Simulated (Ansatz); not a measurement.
# Pb (Pb (111), 3 layers): how the settings move a single-point run

Aim: see which settings change the result for Pb (Pb (111), 3 layers), by how much, and at what cost.

Program: Ansatz 0.2.0. Level of theory: reference: DFT, PBE, PAW with Ansatz's default frozen-core files, scalar-relativistic. These are calculated values, not measurements.

### 1 Starting point

It takes space group P-3m1 (No. 164, trigonal). Conventional cell: a = 5.657 Å, b = 5.657 Å, c = 18.309 Å, α = 90.00°, β = 90.00°, γ = 120.00°. Pb (site symmetry 3m) has 3 Pb at 3.46 Å in its first shell of neighbours. Pb (site symmetry -3m) has 6 Pb at 3.46 Å in its first shell of neighbours.

As a file:

```
Pb
1.0
     5.65652    0.00000    0.00000
    -2.82826    4.89869    0.00000
     0.00000    0.00000   18.30930
Pb
3
Direct
  0.16667 0.33333 0.43694
  0.50000 0.00000 0.50000
  0.83333 0.66667 0.56306
```

### 2 Baseline

Input file input.yaml:

```yaml
crystal:
  lattice:
    - [5.6565235105, 0.0, 0.0]
    - [-2.8282617552, 4.8986930572, 0.0]
    - [0.0, 0.0, 18.3093]
  atoms:
    - { symbol: Pb, position: [0.1666666665, 0.3333333335, 0.4369373474] }
    - { symbol: Pb, position: [0.5000000005, 0.9999999995, 0.4999999998] }
    - { symbol: Pb, position: [0.8333333335, 0.6666666665, 0.5630626526] }
kpoints:
  mp_grid: { grid: [8, 8, 1] }
scf:
  occupations: { method: fermi_dirac, width: 0.08 }
hamiltonian:
  xc: pbe
  pseudopotentials: { kind: paw }
output:
  forces: true
  stress: true
  eigenvalues: true
  populations: true
efield:
  axis: 3
  amplitude: 0
  dipole_correction: true
```

Run with:

```bash
> ansatz run input.yaml --threads 1 --pin off --max-ram 3584MiB --backend cpu --events-out ev --progress --plain --runs-dir out
```

### 3 Variant: mp_grid.grid [6, 6, 1], ecutwfc 33.1 Ry

input.yaml, as its differences from that of step 2:

```diff
@@ -10,3 +10,3 @@
 kpoints:
-  mp_grid: { grid: [8, 8, 1] }
+  mp_grid: { grid: [6, 6, 1] }
 scf:
@@ -25 +25,3 @@
   dipole_correction: true
+basis:
+  ecutwfc: "33.1 Ry"
```

Before running it: what results should come out? Wanted: for each run, ending; energy change; gap; force.

As calculated:

```csv
run,ending,energy change,gap (eV),force (eV/Å),cycles,time
reference,converged,0,0.07,0.61,7,16 s
"1: mp_grid.grid [6, 6, 1], ecutwfc 33.1 Ry",converged,-1.0 meV/atom,0.06,0.55,7,12 s
```

Residual by cycle in the longest SCF loop of each run; runs are numbered as in the table. The quantity is the density residual dr2, in eV.

```csv
cycle,reference,run 1
1,0.0248,0.0343
2,0.0041,0.00298
3,7.3e-4,4.8e-4
4,1.0e-4,1.1e-4
5,7.2e-6,7.8e-6
6,1.7e-6,9.4e-7
7,3.5e-8,2.9e-8
```

What this shows: Changing the k-point mesh and cutoff moves the energy by -1.0 meV/atom, and the largest force goes from 0.61 to 0.55 eV/Å. More than one kind of setting changed, and this run alone doesn't tell their shares apart. The gap of the reference lacks spin-orbit coupling, though the cell holds Pb.
